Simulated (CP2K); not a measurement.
Crystal: HfN.

```
CELL_PARAMETERS angstrom
3.19047 0.00000 0.00000
1.59523 2.76302 0.00000
1.59523 0.92101 2.60500
ATOMIC_POSITIONS crystal
Hf 0.00000 0.00000 0.00000
N 0.50000 0.50000 0.50000
```

Base run:

| Property | Result |
| --- | --- |
| Program | CP2K 2026.2 |
| Functional | PBE |
| Potentials or basis | GTH_POTENTIALS Hf GTH-PBE-q12, N GTH-PBE-q5; DZVP-MOLOPT-SR-GTH basis |
| Density cutoff | 6123 eV |
| k mesh | 10 × 10 × 10 |
| Occupations | fermi-dirac, width 0.05 eV |
| Spin | no spin polarisation |

Its results: band gap on the k mesh none (metal or under the smearing width); pressure 0.7 GPa.

Q: The run is repeated on the same cell with these changes: functional from PBE to PBEsol. What comes out?

A: Band gap on the k mesh none (metal or under the smearing width); pressure -5.6 GPa.

PBEsol binds more tightly than PBE, so the same cell stands under less pressure.

Caveats: spin-orbit coupling is left out, which moves the levels of the heavy elements; the basis of atomic orbitals isn't converged, which shifts pressures, moduli and gaps; the potentials were made for another functional, which shifts forces and pressure (some runs).
